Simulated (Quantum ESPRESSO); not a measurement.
# I under changes of volume

One of the cells (44.630 Å³/atom); the others are scaled copies at fixed shape and fractional positions:

```
I
1.0
    -1.61746    1.61746    4.26481
     1.61746   -1.61746    4.26481
     1.61746    1.61746   -4.26481
I
1
Cartesian
  0.0000 0.0000 0.0000
```

```yaml
Program: Quantum ESPRESSO 7.5
Functional: PBE
Potentials_or_basis: SSSP 1.3 efficiency PBE
Cutoff: 748 eV
Density_cutoff: 5987 eV
k_mesh: 11 × 11 × 11
Occupations: fermi-dirac, width 0.05 eV
Spin: no spin polarisation
```

```tsv
volume (Å³/atom)	energy over the lowest point (meV/atom)	pressure (GPa)
41.952	12.84	1.6
42.845	5.44	1.0
43.737	1.29	0.5
44.630	0.00	0.0
45.522	1.24	-0.4
46.415	?	?
47.308	10.12	-1.1
```

Problem. What does the run at 46.415 Å³/atom give?

Solution. Energy over the lowest point 4.70 meV/atom; pressure -0.8 GPa.

Worked out: A Birch-Murnaghan fit of order 3 (a polynomial in V^(-2/3)) to the other rows has its minimum at 44.62 Å³/atom with B0 = V·E''(V) = 23 GPa and B' = 5.3 at fixed shape and positions, which overstates the stiffness. It gives 4.70 meV/atom at 46.415 Å³/atom, against the run's 4.70, and -dE/dV = -0.8 GPa, against -0.8.

Energies are extrapolated to zero smearing.

Caveats: an odd number of electrons without spin polarisation forces a metal; a magnetic or distorted state may lie lower.
